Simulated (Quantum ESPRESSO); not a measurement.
# Te2Mo under changes of volume

One of the cells (133.495 Å³/atom); the others are scaled copies at fixed shape and fractional positions:

```
CELL_PARAMETERS angstrom
6.36161 0.00000 0.00000
0.00000 3.48040 0.00000
-0.08574 0.00000 36.17589
ATOMIC_POSITIONS crystal
Te 0.42925 0.75000 0.54070
Te 0.57075 0.25000 0.45930
Te 0.92085 0.25000 0.55653
Te 0.07915 0.75000 0.44347
Mo 0.18135 0.25000 0.49747
Mo 0.81865 0.75000 0.50253
```

- Program: Quantum ESPRESSO 7.5
- Functional: PBE
- Potentials or basis: GBRV 1.5 PBE
- Cutoff: 612 eV
- Density cutoff: 4898 eV
- k mesh: 3 × 7 × 1
- Occupations: fermi-dirac, width 0.05 eV
- Spin: no spin polarisation

| volume (Å³/atom) | energy over the lowest point (meV/atom) | largest force (eV/Å) |
| --- | --- | --- |
| 125.485 | 46.72 | 1.608 |
| 128.155 | ? | ? |
| 130.825 | 9.06 | 0.799 |
| 133.495 | 1.34 | 0.443 |
| 136.165 | 0.00 | 0.119 |
| 138.835 | 4.37 | 0.203 |
| 141.505 | 13.84 | 0.472 |

Task: What does the run at 128.155 Å³/atom give?

Result: Energy over the lowest point 23.91 meV/atom; largest force 1.187 eV/Å.

Worked out: A Birch-Murnaghan fit of order 3 (a polynomial in V^(-2/3)) to the other rows has its minimum at 135.42 Å³/atom with B0 = V·E''(V) = 17.9 GPa and B' = 4.6 at fixed shape and positions, which overstates the stiffness. It gives 23.90 meV/atom at 128.155 Å³/atom, against the run's 23.91.

Energies are extrapolated to zero smearing.
